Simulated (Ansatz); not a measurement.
Crystal: BeTe.

```
Te Be
1.0
     0.00000    2.77000    2.77000
     2.77000    0.00000    2.77000
     2.77000    2.77000    0.00000
Te Be
1 1
Cartesian
  4.1550 4.1550 4.1550
  0.0000 0.0000 0.0000
```

Program: Ansatz 0.2.0. Alike in all runs: potentials or basis Ansatz PAW; cell as given; cutoff (eV) 420.

Problem. Order these runs on this cell by their band gap on the k mesh, lowest first.
A. level LDA; spin off; k mesh 8 × 8 × 8; smearing gaussian 0.02 eV
B. level revPBE; spin off; k mesh 8 × 8 × 8; smearing fermi-dirac 0.05 eV; points for each segment of the path 14
C. level PBEsol; spin SOC, no magnetisation; k mesh 6 × 6 × 6; smearing fermi-dirac 0.05 eV; points for each segment of the path 14

Solution. C (1.45 eV), A (1.77 eV), B (1.93 eV).

Caveats: spin-orbit coupling is left out, which moves the levels of the heavy elements (some runs).

A k mesh can miss the band edges.
